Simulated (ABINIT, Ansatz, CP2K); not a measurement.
## HfN: 3 runs at one level of theory

```
Hf N
1.0
     3.43321    0.00000    0.00000
    -1.71660    2.97324    0.00000
     0.00000    0.00000    3.96982
Hf N
1 1
Direct
  0.00885 0.99625 0.50558
  0.98639 0.00143 0.98558
```

The cell comes from a database or a generator and needn't be the stable form of this composition.

Atoms were shifted at random by some hundredths of an Å from the given cell, which wasn't relaxed again for these runs.

Alike in all runs: task single point; functional PBE; k mesh 9 × 9 × 7; occupations fermi-dirac, width 0.05 eV; no spin polarisation; no spin-orbit coupling. Pressure is positive in compression and, in plane waves, holds the error of the finite cutoff, which Ansatz's Pulay term estimates and takes out.

| program and potentials | plane-wave cutoff (eV) | notes | pressure (GPa) | largest force (eV/Å) | energy over the undisturbed cell (meV/atom) |
| --- | --- | --- | --- | --- | --- |
| ABINIT, JTH PAW PBE v2.0 | 707 | 8.5 valence electrons an atom on average | 1.68 | 1.764 | 28.34 |
| Ansatz, Ansatz PAW (earlier soft set) | 420 | 15.5 valence electrons an atom on average; Pulay term of +0.17 GPa included | 1.36 | 1.680 | 27.11 |
| CP2K, POTENTIAL_UZH Hf GTH-PBE-q12, N GTH-PBE-q5; TZVP-MOLOPT-PBE-GTH basis | - | atomic basis; 8.5 valence electrons an atom on average | 0.37 | 1.579 | 23.49 |

Force on atom 1 (Hf), eV/Å:

```csv
program and potentials,x,y,z
"ABINIT, JTH PAW PBE v2.0",0.416,-0.070,-1.712
"Ansatz, Ansatz PAW (earlier soft set)",0.402,-0.068,-1.630
"CP2K, POTENTIAL_UZH Hf GTH-PBE-q12, N GTH-PBE-q5; TZVP-MOLOPT-PBE-GTH basis",0.453,-0.081,-1.510
```

The pressure spans 0.37 (CP2K, POTENTIAL_UZH Hf GTH-PBE-q12, N GTH-PBE-q5; TZVP-MOLOPT-PBE-GTH basis) to 1.68 GPa (ABINIT, JTH PAW PBE v2.0). Rows in atomic bases carry the error of their basis and grid, which can be large.

Differences between rows come from potentials, basis sets and numerical settings, since the functional is the same but for its coding. Runs on potential files found faulty are left out.
